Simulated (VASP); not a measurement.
**CaS: single point with HSE06**

Crystal: CaS.

```xyz
2
Lattice="0.0000 2.8202 2.8202 2.8202 0.0000 2.8202 2.8202 2.8202 0.0000" Properties=species:S:1:pos:R:3 pbc="T T T"
Ca    0.0000    0.0000    0.0000
S     2.8202    2.8202    2.8202
```

The cell comes from a database or a generator and needn't be the stable form of this composition.

```json
{
  "Program": "VASP 6.6.1",
  "Task": "single point",
  "Functional": "HSE06",
  "Potentials or basis": "VASP PAW PBE potentials, release 64 (Ca_sv, S)",
  "Cutoff": "520 eV",
  "k mesh": "6 × 6 × 6",
  "Occupations": "gaussian, width 0.02 eV",
  "Spin": "no spin polarisation",
  "Grid for exact exchange (PRECFOCK)": "Fast",
  "Screening parameter": "0.2 1/A",
  "Further INCAR settings": "ALGO = Normal; EDIFF = 1e-06"
}
```

The pressure is 2.1 GPa and the band gap on the k mesh is 3.35 eV, indirect (least direct gap 4.28 eV).

Levels at points of the mesh, in eV from the valence-band top:
| k point | band 6 | band 7 | band 8 | band 9 | band 10 | band 11 |
| --- | --- | --- | --- | --- | --- | --- |
| (0.00, 0.00, 0.00) | 0.00 | 0.00 | 0.00 | 5.39 | 5.49 | 5.49 |
| (0.50, 0.00, 0.00) | -3.50 | -1.29 | -1.29 | 6.26 | 7.79 | 8.03 |
| (0.50, 0.50, 0.00) | -2.61 | -0.93 | -0.93 | 3.35 | 7.22 | 7.29 |

Wall time 16 min on 1 thread of Intel(R) Xeon(R) Platinum 8259CL CPU @ 2.50GHz (Skylake/Cascade Lake), on a shared host, peak memory 0.28 GiB.

Caveat: the PAW data sets were made with another functional, which shifts forces and pressure a little. A k mesh can miss the band edges.
